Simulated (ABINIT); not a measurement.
# GaP (F-43m) in ABINIT: reference runs

How does GaP come out in PBE? The cell is run as given and disturbed.

Program: ABINIT 10.8.3 (patched build). These are calculated values, not measurements. Logs are shortened: lines on timing, memory, paths and dates and some standing lists are left out, and cuts for length are marked. The log counts tension as positive stress, the text compression.

**The experiment to reproduce.**

From “Stacking defects in GaP nanowires: Electronic structure and optical properties”, 2018, arxiv:1810.01194, for a bulk crystal of GaP at 10 K: band gap 2.34 eV (indirect).

The results are compared with them further down.

**1. Starting point**

The structure is cubic, space group F-43m (No. 216). Conventional cell: a = 5.451 Å, b = 5.451 Å, c = 5.451 Å, α = 90.00°, β = 90.00°, γ = 90.00°. Around Ga (site symmetry -43m) lie 4 P at 2.36 Å. Around P (site symmetry -43m) lie 4 Ga at 2.36 Å.

**2. Single point, PBE**

The input, run.abi:

```
# Pseudopotentials
pp_dirpath "./"
pseudos "Ga.GGA_PBE-JTH.xml, P.GGA_PBE-JTH.xml"

# Structure
acell 3*1.0 Angstrom
rprim
     0.0000000000     2.7252500000     2.7252500000
     2.7252500000     0.0000000000     2.7252500000
     2.7252500000     2.7252500000     0.0000000000
ntypat 2
znucl 31 15
natom 2
typat 1 2
xred
     0.0000000000     0.0000000000     0.0000000000
     0.7500000000     0.7500000000     0.7500000000

# Plane-wave basis
ecut 20.0
pawecutdg 40.0

# k points
kptopt 1
ngkpt 8 8 8
nshiftk 1
shiftk 0.0 0.0 0.0

# Exchange and correlation
ixc 11

# Bands and occupations
nband 13
occopt 3
tsmear 0.05 eV

# SCF cycle
nstep 100
tolvrs 1.0e-9

# Output
iomode 3
prtwf 0
prteig 0
prtebands 0
enunit 2
prtden 1
prtvha 1
prtvclmb 1
prtpot 1
```

Potentials or basis: JTH PAW PBE v2.0.

The run is started by

```bash
> abinit run.abi > log 2>&1
```

run.abo:

```text
.Version 10.8.3 of ABINIT
 Symmetries : space group F-4 3 m (#216); Bravais cF (face-center cubic)
================================================================================
 Values of the parameters that define the memory need of the present run
     intxc =       0    ionmov =       0      iscf =      17    lmnmax =      18
     lnmax =       6     mgfft =      30  mpssoang =       3    mqgrid =    3001
     natom =       2  nloc_mem =       2    nspden =       1   nspinor =       1
    nsppol =       1      nsym =      24    n1xccc =       1    ntypat =       2
    occopt =       3   xclevel =       2
       mpw =        1185          nfft =       27000          nkpt =          29
 PAW method is used; the additional fine FFT grid is defined by:
   mgfftf=        45    nfftf =     91125
================================================================================
================================================================================

--------------------------------------------------------------------------------
------------- Echo of variables that govern the present computation ------------
--------------------------------------------------------------------------------
 -outvars: echo values of preprocessed input variables --------
            acell      1.8897261259E+00  1.8897261259E+00  1.8897261259E+00 Bohr
              amu      6.97230000E+01  3.09737620E+01
             ecut      2.00000000E+01 Hartree
           enunit           2
              ixc          11
         kptrlatt        8    0    0      0    8    0      0    0    8
          kptrlen      5.82653287E+01
            natom           2
            nband          13
            ngfft          30      30      30
          ngfftdg          45      45      45
             nkpt          29
            nstep         100
             nsym          24
           ntypat           2
           occopt           3
        pawecutdg      4.00000000E+01 Hartree
         pawxcdev           0
        prtebands           0
           prteig           0
           prtpot           1
         prtvclmb           1
           prtvha           1
            prtwf           0
            rprim      0.0000000000E+00  2.7252500000E+00  2.7252500000E+00
                       2.7252500000E+00  0.0000000000E+00  2.7252500000E+00
                       2.7252500000E+00  2.7252500000E+00  0.0000000000E+00
          spgroup         216
           tolvrs      1.00000000E-09
           tsmear      1.83746611E-03 Hartree
            typat      1  2
           useylm           1
           xangst      0.0000000000E+00  0.0000000000E+00  0.0000000000E+00
                       4.0878750000E+00  4.0878750000E+00  4.0878750000E+00
            xcart      0.0000000000E+00  0.0000000000E+00  0.0000000000E+00
                       7.7249641869E+00  7.7249641869E+00  7.7249641869E+00
             xred      0.0000000000E+00  0.0000000000E+00  0.0000000000E+00
                       7.5000000000E-01  7.5000000000E-01  7.5000000000E-01
            znucl       31.00000   15.00000

================================================================================

 chkinp: Checking input parameters for consistency.

================================================================================
== DATASET  1 ==================================================================

--- !DatasetInfo
iteration_state: {dtset: 1, }
dimensions: {natom: 2, nkpt: 29, mband: 13, nsppol: 1, nspinor: 1, nspden: 1, mpw: 1185, }
cutoff_energies: {ecut:  20.0, pawecutdg:  40.0, }
electrons: {nelect:   1.80000000E+01, charge:   0.00000000E+00, occopt:   3.00000000E+00, tsmear:   1.83746611E-03, }
meta: {optdriver: 0, ionmov: 0, optcell: 0, iscf: 17, paral_kgb: 0, }
...

 Exchange-correlation functional for the present dataset will be:
  GGA: Perdew-Burke-Ernzerhof functional - ixc=11
  J.P.Perdew, K.Burke, M.Ernzerhof, PRL 77, 3865 (1996)

 Real(R)+Recip(G) space primitive vectors, cartesian coordinates (Bohr,Bohr^-1):
 R(1)=  0.0000000  5.1499761  5.1499761  G(1)= -0.0970878  0.0970878  0.0970878
 R(2)=  5.1499761  0.0000000  5.1499761  G(2)=  0.0970878 -0.0970878  0.0970878
 R(3)=  5.1499761  5.1499761  0.0000000  G(3)=  0.0970878  0.0970878 -0.0970878
 Unit cell volume ucvol=  2.7317795E+02 bohr^3
 Angles (23,13,12)=  6.00000000E+01  6.00000000E+01  6.00000000E+01 degrees

 Coarse grid specifications (used for wave-functions):

 getcut: wavevector=  0.0000  0.0000  0.0000  ngfft=  30  30  30
         ecut(hartree)=     20.000   => boxcut(ratio)=   2.04834

 Fine grid specifications (used for densities):

 getcut: wavevector=  0.0000  0.0000  0.0000  ngfft=  45  45  45
         ecut(hartree)=     40.000   => boxcut(ratio)=   2.12196

--- Pseudopotential description ------------------------------------------------
- pspini: atom type   1  psp file is ./Ga.GGA_PBE-JTH.xml
 Pseudopotential format is: paw10
 basis_size (lnmax)=  6 (lmn_size= 18), orbitals=   0   0   1   1   2   2
 Spheres core radius: rc_sph= 2.10359248
 Shapefunction is BESSEL type: shapef(r,l)=aa(1,l)*jl(q(1,l)*r)+aa(2,l)*jl(q(2,l)*r)
 Radius for shape functions =  1.80829011
 Compensation charge density is not taken into account in XC energy/potential

- pspini: atom type   2  psp file is ./P.GGA_PBE-JTH.xml
 Pseudopotential format is: paw10
 basis_size (lnmax)=  4 (lmn_size=  8), orbitals=   0   0   1   1
 Spheres core radius: rc_sph= 1.60765221
 Shapefunction is SIN type: shapef(r)=[sin(pi*r/rshp)/(pi*r/rshp)]**2
 Radius for shape functions =  1.60765221
 Compensation charge density is not taken into account in XC energy/potential

   4.33120550E+02                                ecore*ucvol(ha*bohr**3)
--------------------------------------------------------------------------------

[... 7 lines left out ...]

     iter   Etot(hartree)      deltaE(h)  residm     nres2
 ETOT  1  -85.719078997581    -8.572E+01 9.110E-02 3.954E+00
 ETOT  2  -85.774760705198    -5.568E-02 1.399E-02 4.957E-01
 ETOT  3  -85.774475006382     2.857E-04 3.138E-03 5.315E-02
 ETOT  4  -85.774544169018    -6.916E-05 6.264E-04 6.231E-03
 ETOT  5  -85.774555457760    -1.129E-05 3.461E-04 1.392E-03
 ETOT  6  -85.774578793294    -2.334E-05 1.274E-04 4.594E-05
 ETOT  7  -85.774578913995    -1.207E-07 5.228E-05 4.046E-06
 ETOT  8  -85.774579002399    -8.840E-08 1.811E-05 8.399E-08
 ETOT  9  -85.774579003724    -1.325E-09 7.241E-06 1.051E-08
 ETOT 10  -85.774579003884    -1.598E-10 2.475E-06 6.005E-10

 At SCF step   10       nres2   =  6.01E-10 < tolvrs=  1.00E-09 =>converged.

 Cartesian components of stress tensor (hartree/bohr^3)
  sigma(1 1)= -8.67636478E-05  sigma(3 2)=  0.00000000E+00
  sigma(2 2)= -8.67636478E-05  sigma(3 1)=  0.00000000E+00
  sigma(3 3)= -8.67636478E-05  sigma(2 1)=  0.00000000E+00

--- !ResultsGS
iteration_state: {dtset: 1, }
comment   : Summary of ground state results
lattice_vectors:
- [  0.0000000,   5.1499761,   5.1499761, ]
- [  5.1499761,   0.0000000,   5.1499761, ]
- [  5.1499761,   5.1499761,   0.0000000, ]
lattice_lengths: [   7.28317,    7.28317,    7.28317, ]
lattice_angles: [ 60.000,  60.000,  60.000, ] # degrees, (23, 13, 12)
lattice_volume:   2.7317795E+02
convergence: {deltae: -1.598E-10, res2:  6.005E-10, residm:  2.475E-06, diffor: null, }
etotal    :  -8.57745790E+01
entropy   :   0.00000000E+00
fermie    :   2.17708033E-01
cartesian_stress_tensor: # hartree/bohr^3
- [ -8.67636478E-05,   0.00000000E+00,   0.00000000E+00, ]
- [  0.00000000E+00,  -8.67636478E-05,   0.00000000E+00, ]
- [  0.00000000E+00,   0.00000000E+00,  -8.67636478E-05, ]
pressure_GPa:   2.5527E+00
xred      :
- [  0.0000E+00,   0.0000E+00,   0.0000E+00, Ga]
- [  7.5000E-01,   7.5000E-01,   7.5000E-01,  P]
cartesian_forces: # hartree/bohr
- [ -3.26778848E-30,  -3.26778848E-30,   9.80336544E-30, ]
- [  3.26778848E-30,   3.26778848E-30,  -9.80336544E-30, ]
force_length_stats: {min:   1.08380283E-29, max:   1.08380283E-29, mean:   1.08380283E-29, }
...

 Integrated electronic density in atomic spheres:
 ------------------------------------------------
 Atom  Sphere_radius  Integrated_density
    1        2.10359         11.06945389
    2        1.60765          1.58865123

================================================================================

 ----iterations are completed or convergence reached----

 Mean square residual over all n,k,spin=   65.926E-10; max=  24.745E-07
 reduced coordinates (array xred) for    2 atoms
       0.000000000000      0.000000000000      0.000000000000
       0.750000000000      0.750000000000      0.750000000000
 rms dE/dt=  4.7600E-29; max dE/dt=  6.7316E-29; dE/dt below (all hartree)
    1      -0.000000000000     -0.000000000000      0.000000000000
    2       0.000000000000      0.000000000000      0.000000000000

 cartesian coordinates (angstrom) at end:
    1      0.00000000000000     0.00000000000000     0.00000000000000
    2      4.08787500000000     4.08787500000000     4.08787500000000

 cartesian forces (hartree/bohr) at end:
    1     -0.00000000000000    -0.00000000000000     0.00000000000000
    2      0.00000000000000     0.00000000000000    -0.00000000000000
 frms,max,avg= 6.2573385E-30 9.8033654E-30   0.000E+00  0.000E+00  0.000E+00 h/b

 cartesian forces (eV/Angstrom) at end:
    1     -0.00000000000000    -0.00000000000000     0.00000000000000
    2      0.00000000000000     0.00000000000000    -0.00000000000000
 frms,max,avg= 3.2176529E-28 5.0410932E-28   0.000E+00  0.000E+00  0.000E+00 e/A
 length scales=  1.889726125908  1.889726125908  1.889726125908 bohr
              =  1.000000000000  1.000000000000  1.000000000000 angstroms
 Fermi (or HOMO) energy (hartree) =   0.21771   Average Vxc (hartree)=  -0.34302
 Eigenvalues (hartree) for nkpt=  29  k points:
 kpt#   1, nband= 13, wtk=  0.00195, kpt=  0.0000  0.0000  0.0000 (reduced coord)
  -0.34571   -0.34571   -0.34571   -0.34213   -0.34213   -0.27049    0.18866    0.18866
   0.18866    0.25571    0.33155    0.33155    0.33155
      occupation numbers for kpt#   1
   2.00000    2.00000    2.00000    2.00000    2.00000    2.00000    2.00000    2.00000
   2.00000    0.00000    0.00000    0.00000    0.00000
 prteigrs : prtvol=0 or 1, do not print more k-points.

 Fermi (or HOMO) energy (eV) =   5.92414   Average Vxc (eV)=  -9.33414
 Eigenvalues (   eV  ) for nkpt=  29  k points:
 kpt#   1, nband= 13, wtk=  0.00195, kpt=  0.0000  0.0000  0.0000 (reduced coord)
  -9.40733   -9.40733   -9.40733   -9.30994   -9.30994   -7.36030    5.13359    5.13359
   5.13359    6.95816    9.02191    9.02191    9.02191
 prteigrs : prtvol=0 or 1, do not print more k-points.

--- !EnergyTerms
iteration_state     : {dtset: 1, }
comment             : Components of total free energy in Hartree
kinetic             :  7.45148844085347E+00
hartree             :  2.77251967036395E+01
xc                  : -3.88079714891145E+00
Ewald energy        : -4.82388119106609E+01
psp_core            :  1.58548868667935E+00
local_psp           : -7.21616004815486E+01
PAW spherical_terms :  1.74445446734512E+00
internal            : -8.57745812426036E+01
'-kT*entropy'       : -1.11604813824449E-10
total_energy        : -8.57745812427152E+01
total_energy_eV     : -2.33404526028280E+03
...

--- !EnergyTermsDC
iteration_state     : {dtset: 1, }
comment             : '"Double-counting" decomposition of free energy'
band_energy         : -3.43472309330306E+00
Ewald energy        : -4.82388119106609E+01
psp_core            :  1.58548868667935E+00
xc_dc               : -2.71411314510715E+01
PAW spherical_terms : -8.54540123541616E+00
internal            : -8.57745790037723E+01
'-kT*entropy'       : -1.11604813824449E-10
total_energy_dc     : -8.57745790038839E+01
total_energy_dc_eV  : -2.33404519936110E+03
...

--- !EnergyTermsWithPAWCore
iteration_state     : {dtset: 1, }
comment             : 'Components of total free energy, including PAW core contributions'
Total energy        : -2.28617353166633E+03
Total energy DC     : -2.28617352942749E+03
Total energy (eV)   : -6.22099509955109E+04
Total energy DC (eV): -6.22099509345892E+04
...

 Cartesian components of stress tensor (hartree/bohr^3)
  sigma(1 1)= -8.67636478E-05  sigma(3 2)=  0.00000000E+00
  sigma(2 2)= -8.67636478E-05  sigma(3 1)=  0.00000000E+00
  sigma(3 3)= -8.67636478E-05  sigma(2 1)=  0.00000000E+00

-Cartesian components of stress tensor (GPa)         [Pressure=  2.5527E+00 GPa]
- sigma(1 1)= -2.55267465E+00  sigma(3 2)=  0.00000000E+00
- sigma(2 2)= -2.55267465E+00  sigma(3 1)=  0.00000000E+00
- sigma(3 3)= -2.55267465E+00  sigma(2 1)=  0.00000000E+00

== END DATASET(S) ==============================================================
================================================================================

 -outvars: echo values of variables after computation  --------
            acell      1.8897261259E+00  1.8897261259E+00  1.8897261259E+00 Bohr
           etotal     -8.5774579004E+01
            fcart     -3.2677884785E-30 -3.2677884785E-30  9.8033654356E-30
                       3.2677884785E-30  3.2677884785E-30 -9.8033654356E-30
            rprim      0.0000000000E+00  2.7252500000E+00  2.7252500000E+00
                       2.7252500000E+00  0.0000000000E+00  2.7252500000E+00
                       2.7252500000E+00  2.7252500000E+00  0.0000000000E+00
           strten     -8.6763647805E-05 -8.6763647805E-05 -8.6763647805E-05
                       0.0000000000E+00  0.0000000000E+00  0.0000000000E+00
           xangst      0.0000000000E+00  0.0000000000E+00  0.0000000000E+00
                       4.0878750000E+00  4.0878750000E+00  4.0878750000E+00
             xred      0.0000000000E+00  0.0000000000E+00  0.0000000000E+00
                       7.5000000000E-01  7.5000000000E-01  7.5000000000E-01
 Calculation completed.
```

It took 12 s on 1 thread of Arm Neoverse V2, shared host; peak memory 0.11 GiB.

What came out:

```yaml
Free_energy: -2334.0452 eV
Pressure: 2.6 GPa
Band_gap_on_the_k_mesh: 1.64 eV, indirect (least direct gap 1.82 eV)
Valence_electrons_inside_the_program's_atomic_spheres: Ga 11.07; P 1.59
```

Levels at points of the mesh, in eV from the valence-band top:
| k point | band 6 | band 7 | band 8 | band 9 | band 10 | band 11 | band 12 | band 13 |
| --- | --- | --- | --- | --- | --- | --- | --- | --- |
| (0.00, 0.00, 0.00) | -12.49 | 0.00 | 0.00 | 0.00 | 1.82 | 3.89 | 3.89 | 3.89 |
| (0.50, 0.00, 0.00) | -10.43 | -6.63 | -1.12 | -1.12 | 1.67 | 4.72 | 4.72 | 8.28 |
| (0.50, 0.50, 0.00) | -9.53 | -6.75 | -2.68 | -2.68 | 1.65 | 1.82 | 10.58 | 10.58 |

(Part 1 of 2 ends here.)
